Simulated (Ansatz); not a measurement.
**Pressure against volume: TiTe2**

```
CELL_PARAMETERS angstrom
3.77700 0.00000 0.00000
-1.88850 3.27098 0.00000
0.00000 0.00000 6.49800
ATOMIC_POSITIONS crystal
Ti 0.00000 0.00000 0.00000
Te 0.66667 0.33333 0.26280
Te 0.33333 0.66667 0.73720
```

The conventional cell has a = 3.777 Å, b = 3.777 Å, c = 6.498 Å, α = 90.00°, β = 90.00°, γ = 120.00°. Ti (atom 1) is surrounded by 6 Te at 2.77 Å. Te (atom 2) is surrounded by 3 Ti at 2.77 Å.

The cell is COD entry 1008063, as deposited and not checked against the literature; nothing was relaxed.

No spin–orbit coupling, which matters for the heavy atoms here.

Methods: DFT, PBEsol, all-electron LAPW, scalar-relativistic (Ansatz 0.2.0); DFT, PBEsol, PAW with Ansatz's default frozen-core files, scalar-relativistic (Ansatz 0.2.0).

For LAPW: a Γ-centred 13×13×7 k mesh, Fermi–Dirac smearing of 0.03 eV, basis error target 1 meV/atom, no spin polarisation. PAW takes a cutoff of 420 eV at this cell (files made with PBE, cores remade for this functional). The Ansatz runs share mesh, smearing and spin set-up. Plane-wave (PAW) pressures include the program's estimate of the Pulay term.

The cell above is scaled evenly, with fractional coordinates and shape held.

```
V/V(cell)  V (Å³/atom)  P, LAPW (GPa)  P, PAW (GPa)  free energy over the lowest listed, PAW (meV/atom)
   0.9400       25.154           1.95          1.95                                                 3.9
   0.9600       25.689           0.40          0.39                                                 0.0
   0.9800       26.225          -1.00         -1.00                                                 1.1
   0.9900       26.492          -1.65         -1.65                                                 3.3
   1.0000       26.760          -2.26         -2.26                                                 6.6
   1.0100       27.027          -2.84         -2.84                                                10.8
   1.0200       27.295          -3.39         -3.39                                                16.0
   1.0400       27.830          -4.41         -4.41                                                29.1
   1.0600       28.365          -5.32         -5.32                                                45.4
```

**Question.** What do Birch–Murnaghan fits to the pressures give?

**Answer.** LAPW: V0 = 25.84 Å³/atom, B0 = 69 GPa, B0′ = 4.2; PAW: V0 = 25.83 Å³/atom, B0 = 69 GPa, B0′ = 4.2.

PAW's V0 lies 0.00 % from the all-electron value and its B0 0.0 %. With shape and internal coordinates held, B0 is an upper bound to the relaxed modulus.
